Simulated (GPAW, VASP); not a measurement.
Given: the input of a run of VASP 6.6.1 on CdSe. The cell is a database's computed one, not the measured one.

The input INCAR:

```
SYSTEM = CdSe
ALGO = Fast ; EDIFF = 1E-7
ENCUT = 520 ; GGA = PE
ISIF = 2 ; ISMEAR = 0
LASPH = .TRUE. ; LCHARG = .FALSE.
LREAL = .FALSE. ; LWAVE = .FALSE.
NBANDS = 16 ; NELM = 100
PREC = Accurate ; SIGMA = 0.1
```

The input KPOINTS:

```
k-points
0
G
  8 8 8
  0 0 0
```

POSCAR

```
CdSe
1.0
    0.0000000000      3.0702711986      3.0702711986
    3.0702711986      0.0000000000      3.0702711986
    3.0702711986      3.0702711986      0.0000000000
Cd Se
1 1
Cartesian
    0.0000000000      0.0000000000      0.0000000000
    1.5351355993      1.5351355993      1.5351355993
```

Potentials or basis: VASP PAW PBE potentials, release 64 (Cd, Se).

The run is started by

```sh
$ cat potpaw_PBE.64/Cd/POTCAR potpaw_PBE.64/Se/POTCAR > POTCAR
$ mpirun -np 1 vasp_std > vasp.out
```

Task: Set up the same calculation for GPAW 26.7.0 (ASE script). Potentials or basis there: GPAW PAW data sets (gpaw-data 1.2.1), cutoff 600 eV.

Result: As run (cutoffs and basis follow the program's own potentials, and thresholds, step limits or extra output files can differ):

The input run.py:

```python
from ase.dft.bandgap import bandgap
from ase.io import read, write
from ase.units import GPa
from gpaw import GPAW, PW

atoms = read('POSCAR')

calc = GPAW(mode=PW(600),
            xc='PBE',
            kpts={'size': (8, 8, 8), 'gamma': True},
            occupations={'name': 'methfessel-paxton', 'order': 0, 'width': 0.1},
            nbands=18,
            convergence={'density': 1e-05, 'energy': 1e-05},
            maxiter=150,
            txt='gpaw.txt')
atoms.calc = calc
energy = atoms.get_potential_energy()
forces = atoms.get_forces()
stress = atoms.get_stress()
calc.write('gs.gpw')
write('result.traj', atoms)
print(f'Energy: {energy:.6f} eV')
print('Forces (eV/A):')
print(forces.round(4))
print('Stress (GPa):', (stress / GPa).round(3))
print('Fermi level:', round(calc.get_fermi_level(), 4), 'eV')
print(f'Gap: {bandgap(calc)[0]:.4f} eV, direct: {bandgap(calc, direct=True)[0]:.4f} eV')
```

Contents of POSCAR:

```
CdSe
1.0
    0.0000000000      3.0702711986      3.0702711986
    3.0702711986      0.0000000000      3.0702711986
    3.0702711986      3.0702711986      0.0000000000
Cd Se
1 1
Direct
    0.0000000000      0.0000000000      0.0000000000
    0.2500000000      0.2500000000      0.2500000000
```

Potentials or basis: GPAW PAW data sets (gpaw-data 1.2.1), pw.

The run is started by

```console
$ OMP_NUM_THREADS=1 python run.py
```

Both were run:

|  | VASP | GPAW |
| --- | --- | --- |
| Pressure | 1.6 GPa | 1.1 GPa |

Pressure is positive in compression.
